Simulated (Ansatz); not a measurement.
Here is an Ansatz 0.2.0 calculation.

Contents of input.yaml:

```yaml
crystal:
  lattice:
    - [3.1967, 0.0, 0.0]
    - [-1.59835, 2.7684234083, 0.0]
    - [0.0, 0.0, 5.0578]
  atoms:
    - { symbol: Hf, position: [0.6666666667, 0.3333333333, 0.75] }
    - { symbol: Hf, position: [0.3333333333, 0.6666666667, 0.25] }
kpoints:
  mp_grid: { grid: [10, 10, 5] }
scf:
  occupations: { method: gaussian, width: 0.014 }
hamiltonian:
  xc: pbe
  pseudopotentials: { kind: all_electron, lapw: { basis_error: 0.001 } }
output:
  forces: true
  stress: true
  eigenvalues: true
```

Potentials or basis: all-electron LAPW, scalar-relativistic.

Run with:

```bash
$ ansatz run input.yaml --threads 1 --pin off --max-ram 3072MiB --backend cpu --events-out ev --progress --plain --runs-dir out
```

**Question.** Predict the pressure.

**Answer.** 0.6 GPa.

**Question.** What does it give for the band gap on the k mesh?

**Answer.** None (metal or under the smearing width).

Stress tensor (GPa, compression positive):
```
0.72 0.00 0.00
0.00 0.72 0.00
0.00 0.00 0.51
```

Spin-orbit coupling is left out, which matters for the levels of Hf.
